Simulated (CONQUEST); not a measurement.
# Sn under changes of volume

One of the cells (33.803 Å³/atom); the others are scaled copies at fixed shape and fractional positions:

```
Sn
1.0
     4.57264    0.00000    0.00000
     0.00000    4.57264    0.00000
     0.00000    0.00000    6.46669
Sn
4
Direct
  0.00000 0.50000 0.25000
  0.50000 0.00000 0.75000
  0.00000 0.00000 0.50000
  0.50000 0.50000 0.00000
```

This isn't the form of Sn at room conditions, which is tetragonal (white tin).

| Item | Value |
| --- | --- |
| Program | CONQUEST 1.3 |
| Functional | PBEsol |
| Potentials or basis | PseudoDojo NC PBEsol, DZP, grid of 48 × 48 × 64 points |
| k mesh | 6 × 6 × 4 |
| Occupations | fermi-dirac, width 0.05 eV |
| Spin | no spin polarisation |

```csv
volume (Å³/atom),energy over the lowest point (meV/atom),pressure (GPa)
31.775,45.29,5.1
32.451,?,?
33.127,13.55,2.5
33.803,5.17,1.5
34.479,0.72,0.6
35.155,0.00,-0.3
35.831,2.90,-1.1
```

Problem. What does the run at 32.451 Å³/atom give?

Solution. Energy over the lowest point 26.51 meV/atom; pressure 3.8 GPa.

Worked out: A Birch-Murnaghan fit of order 3 (a polynomial in V^(-2/3)) to the other rows has its minimum at 34.93 Å³/atom with B0 = V·E''(V) = 43 GPa and B' = 4.5. It gives 26.85 meV/atom at 32.451 Å³/atom, against the run's 26.51, and -dE/dV = 3.7 GPa, against 3.8.

Energies are extrapolated to zero smearing.

Caveats: the basis of atomic orbitals isn't converged, which shifts pressures, moduli and gaps; the real-space grid breaks the cell's symmetry a little.
